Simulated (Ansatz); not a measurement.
## Eu (Fm-3m): majority and minority states

```
Eu
1.0
     0.00000    2.78930    2.78930
     2.78930    0.00000    2.78930
     2.78930    2.78930    0.00000
Eu
1
Cartesian
  0.0000 0.0000 0.0000
```

The source of the geometry is a structure from the Materials Project; atoms and cell stay fixed.

Functional, mesh and filling: PBE, 9×9×9 k mesh, Fermi–Dirac smearing of 0.08 eV. LAPW is all-electron LAPW in Ansatz 0.2.0. Site moments are integrated in spheres about the atoms. Start moments (μB): Eu 7.1.

Problem. Give the density of states by spin, smoothed by a Gaussian of 0.15 eV.

Solution. 
```json
{"E − E_F (eV)": "-7.00", "majority (states/eV/cell)": "0.00", "minority (states/eV/cell)": "0.00"}
{"E − E_F (eV)": "-6.70", "majority (states/eV/cell)": "0.00", "minority (states/eV/cell)": "0.00"}
{"E − E_F (eV)": "-6.40", "majority (states/eV/cell)": "0.00", "minority (states/eV/cell)": "0.00"}
{"E − E_F (eV)": "-6.10", "majority (states/eV/cell)": "0.00", "minority (states/eV/cell)": "0.00"}
{"E − E_F (eV)": "-5.80", "majority (states/eV/cell)": "0.00", "minority (states/eV/cell)": "0.00"}
{"E − E_F (eV)": "-5.50", "majority (states/eV/cell)": "0.00", "minority (states/eV/cell)": "0.00"}
{"E − E_F (eV)": "-5.20", "majority (states/eV/cell)": "0.00", "minority (states/eV/cell)": "0.00"}
{"E − E_F (eV)": "-4.90", "majority (states/eV/cell)": "0.00", "minority (states/eV/cell)": "0.00"}
{"E − E_F (eV)": "-4.60", "majority (states/eV/cell)": "0.00", "minority (states/eV/cell)": "0.00"}
{"E − E_F (eV)": "-4.30", "majority (states/eV/cell)": "0.01", "minority (states/eV/cell)": "0.00"}
{"E − E_F (eV)": "-4.00", "majority (states/eV/cell)": "0.04", "minority (states/eV/cell)": "0.00"}
{"E − E_F (eV)": "-3.70", "majority (states/eV/cell)": "0.07", "minority (states/eV/cell)": "0.00"}
{"E − E_F (eV)": "-3.40", "majority (states/eV/cell)": "0.09", "minority (states/eV/cell)": "0.01"}
{"E − E_F (eV)": "-3.10", "majority (states/eV/cell)": "0.12", "minority (states/eV/cell)": "0.04"}
{"E − E_F (eV)": "-2.80", "majority (states/eV/cell)": "0.14", "minority (states/eV/cell)": "0.06"}
{"E − E_F (eV)": "-2.50", "majority (states/eV/cell)": "0.18", "minority (states/eV/cell)": "0.09"}
{"E − E_F (eV)": "-2.20", "majority (states/eV/cell)": "0.23", "minority (states/eV/cell)": "0.11"}
{"E − E_F (eV)": "-1.90", "majority (states/eV/cell)": "0.32", "minority (states/eV/cell)": "0.14"}
{"E − E_F (eV)": "-1.60", "majority (states/eV/cell)": "0.45", "minority (states/eV/cell)": "0.17"}
{"E − E_F (eV)": "-1.30", "majority (states/eV/cell)": "0.59", "minority (states/eV/cell)": "0.22"}
{"E − E_F (eV)": "-1.00", "majority (states/eV/cell)": "0.80", "minority (states/eV/cell)": "0.30"}
{"E − E_F (eV)": "-0.70", "majority (states/eV/cell)": "7.20", "minority (states/eV/cell)": "0.45"}
{"E − E_F (eV)": "-0.40", "majority (states/eV/cell)": "15.18", "minority (states/eV/cell)": "0.56"}
{"E − E_F (eV)": "-0.10", "majority (states/eV/cell)": "2.12", "minority (states/eV/cell)": "0.54"}
{"E − E_F (eV)": "0.20", "majority (states/eV/cell)": "1.08", "minority (states/eV/cell)": "0.46"}
{"E − E_F (eV)": "0.50", "majority (states/eV/cell)": "1.00", "minority (states/eV/cell)": "0.42"}
{"E − E_F (eV)": "0.80", "majority (states/eV/cell)": "1.04", "minority (states/eV/cell)": "0.96"}
{"E − E_F (eV)": "1.10", "majority (states/eV/cell)": "1.05", "minority (states/eV/cell)": "1.03"}
{"E − E_F (eV)": "1.40", "majority (states/eV/cell)": "0.79", "minority (states/eV/cell)": "0.89"}
{"E − E_F (eV)": "1.70", "majority (states/eV/cell)": "0.53", "minority (states/eV/cell)": "1.09"}
{"E − E_F (eV)": "2.00", "majority (states/eV/cell)": "0.72", "minority (states/eV/cell)": "1.06"}
{"E − E_F (eV)": "2.30", "majority (states/eV/cell)": "0.71", "minority (states/eV/cell)": "0.68"}
{"E − E_F (eV)": "2.60", "majority (states/eV/cell)": "0.81", "minority (states/eV/cell)": "0.43"}
{"E − E_F (eV)": "2.90", "majority (states/eV/cell)": "0.82", "minority (states/eV/cell)": "0.65"}
{"E − E_F (eV)": "3.20", "majority (states/eV/cell)": "0.64", "minority (states/eV/cell)": "1.23"}
{"E − E_F (eV)": "3.50", "majority (states/eV/cell)": "0.55", "minority (states/eV/cell)": "1.36"}
```
Site moments (μB): Eu 7.27. Cell moment 7.43 μB.

Löwdin populations of d and f shells (filled inner shells left out):

| shell | up | down |
| --- | --- | --- |
| Eu 5d | 1.01 | 0.47 |
| Eu 4f | 6.84 | 0.00 |

Without U a semilocal functional puts the f levels too near the Fermi level, which can change moments and the order of magnetic states; site and cell moments are spin moments. Spin–orbit coupling is left out although heavy atoms are present. With open f shells a run can end in a state that isn't the lowest. None of this fixes the real material's magnetic order: only patterns that fit the cell were computed, at zero temperature, with a functional that can overstate moments.
